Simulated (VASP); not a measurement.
BP: equation of state with PBEsol

**Experimental background.**

From “Equation of state of single-crystal cubic boron phosphide”, 2014, arxiv:1407.1677, for a bulk crystal of BP at 300 K: bulk modulus 179 ± 1 GPa.

BP:

```xyz
2
Lattice="0.0000 2.2690 2.2690 2.2690 0.0000 2.2690 2.2690 2.2690 0.0000" Properties=species:S:1:pos:R:3 pbc="T T T"
P     3.4035    3.4035    3.4035
B     0.0000    0.0000    0.0000
```

```yaml
Program: VASP 6.6.1
Task: equation of state
Functional: PBEsol
Potentials_or_basis: VASP PAW PBE potentials, release 64 (P, B)
Cutoff: 520 eV
k_mesh: 10 × 10 × 10
Occupations: fermi-dirac, width 0.05 eV
Spin: no spin polarisation
Ladder: free
Further_INCAR_settings: ALGO = Normal; EDIFF = 1e-07; NBANDS = 11
```

* Equilibrium volume: 11.56 Å³/atom
* Bulk modulus: 169 GPa
* Pressure derivative of the bulk modulus: 3.8

Energy against volume, from the lowest point:
| volume (Å³/atom) | energy (meV/atom) |
| --- | --- |
| 10.981 | 15.86 |
| 11.214 | 5.07 |
| 11.448 | 0.00 |
| 11.682 | 0.16 |
| 11.915 | 5.04 |
| 12.149 | 14.22 |
| 12.383 | 27.31 |

All runs of the series together: 49 s on 1 thread of Intel(R) Xeon(R) Platinum 8375C CPU @ 2.90GHz (Ice Lake) (shared host).

A measured bulk modulus of BP is 179 GPa (300 K; “Equation of state of single-crystal cubic boron phosphide”, 2014, arxiv:1407.1677); the calculated 169 GPa misses it by -5.7 %. 3 values of this kind are on record (173 to 179 GPa); this one was drawn at random among those near their median, those with a stated uncertainty first. The fit is for a static lattice scaled at fixed shape and fixed fractional positions.

Caveat: the PAW data sets were made with another functional, which shifts forces and pressure a little.
